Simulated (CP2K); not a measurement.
Ag in CP2K: the effect of pseudo set

Crystal: Ag.

```xyz
1
Lattice="2.8889 0.0000 0.0000 1.4444 2.5018 0.0000 1.4444 0.8339 2.3588" Properties=species:S:1:pos:R:3 pbc="T T T"
Ag    0.0000    0.0000    0.0000
```

Alike in all runs:

| Item | Value |
| --- | --- |
| Program | CP2K 2026.2 |
| Task | band structure |
| Functional | PBE |
| Density cutoff | 6123 eV |
| k mesh | 11 × 11 × 11 |
| Occupations | fermi-dirac, width 0.05 eV |
| Spin | no spin polarisation |

Task: One run gave: pressure 8.0 GPa. Which pseudo set did it use?
A. BLYP
B. SCAN
C. PBE
D. PADE
E. PBE0

Result: E.

| pseudo set | pressure (GPa) |
| --- | --- |
| PBE | 5.7 |
| PADE | 3.8 |
| BLYP | 3.5 |
| SCAN | 9.6 |
| PBE0 | 8.0 |

Caveats: the basis of atomic orbitals isn't converged, which shifts pressures, moduli and gaps; the potentials were made for another functional, which shifts forces and pressure (some runs).
